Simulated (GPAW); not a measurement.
Set up this calculation in GPAW 26.7.0, as an ASE script.

```yaml
Task: equation of state
Functional: LDA
Potentials_or_basis: the program's PAW data sets (release 1.2.1) made for this functional
Cutoff: 600 eV
Basis: pw
k_mesh: 9 × 9 × 9
Occupations: fermi-dirac, width 0.05 eV
Spin: collinear spin, ferromagnetic start
Starting_moments: "[2.0, 0.0] μB"
Maxiter: 150
Eos_scales: "[0.94, 0.96, 0.98, 1.0, 1.02, 1.04, 1.06]"
```

AlCo:

```
Co Al
1.0
     2.81940    0.00000    0.00000
     0.00000    2.81940    0.00000
     0.00000    0.00000    2.81940
Co Al
1 1
Direct
  0.50000 0.50000 0.50000
  0.00000 0.00000 0.00000
```

The cell is a database's computed one.

These files were run (other wordings do the same):

run.py

```python
from ase import Atoms
from ase.eos import EquationOfState
from ase.io import Trajectory
from ase.units import GPa
from gpaw import GPAW, PW

atoms = Atoms(['Co', 'Al'],
              cell=[[2.81940321, 0.0, 0.0],
                    [0.0, 2.81940321, 0.0],
                    [0.0, 0.0, 2.81940321]],
              scaled_positions=[[0.5, 0.5, 0.5],
                                [0.0, 0.0, 0.0]],
              pbc=True)
atoms.set_initial_magnetic_moments([2.0, 0.0])

traj = Trajectory('eos.traj', 'w')
volumes, energies = [], []
for x in [0.94, 0.96, 0.98, 1.0, 1.02, 1.04, 1.06]:
    a = atoms.copy()
    a.set_cell(atoms.cell * x**(1 / 3), scale_atoms=True)
    calc = GPAW(mode=PW(600),
                xc='LDA',
                kpts={'size': (9, 9, 9), 'gamma': True},
                occupations={'name': 'fermi-dirac', 'width': 0.05},
                nbands=15,
                convergence={'density': 1e-05, 'energy': 1e-05},
                maxiter=150,
                txt=f'eos-{x:.2f}.txt')
    a.calc = calc
    energies.append(a.get_potential_energy(force_consistent=True))
    volumes.append(a.get_volume())
    p = -a.get_stress()[:3].mean() / GPa
    calc.write(f'eos-{x:.2f}.gpw')
    traj.write(a)
    print(f'{x:.2f} {volumes[-1]:10.4f} A^3 {energies[-1]:14.6f} eV {p:9.3f} GPa', flush=True)

v0, e0, B = EquationOfState(volumes, energies, eos='birchmurnaghan').fit()
print(f'V0 = {v0:.4f} A^3, E0 = {e0:.6f} eV, B0 = {B / GPa:.2f} GPa')
```

Potentials or basis: the program's PAW data sets (release 1.2.1) made for this functional, pw.

Run with:

```sh
$ OMP_NUM_THREADS=1 python run.py
```

Results of the run:

- Equilibrium volume: 10.98 Å³/atom
- Bulk modulus: 210 GPa
- Pressure derivative of the bulk modulus: 4.5

Wall time 99 s on 1 thread of Arm Neoverse V2 (shared host), peak memory 0.2 GiB.
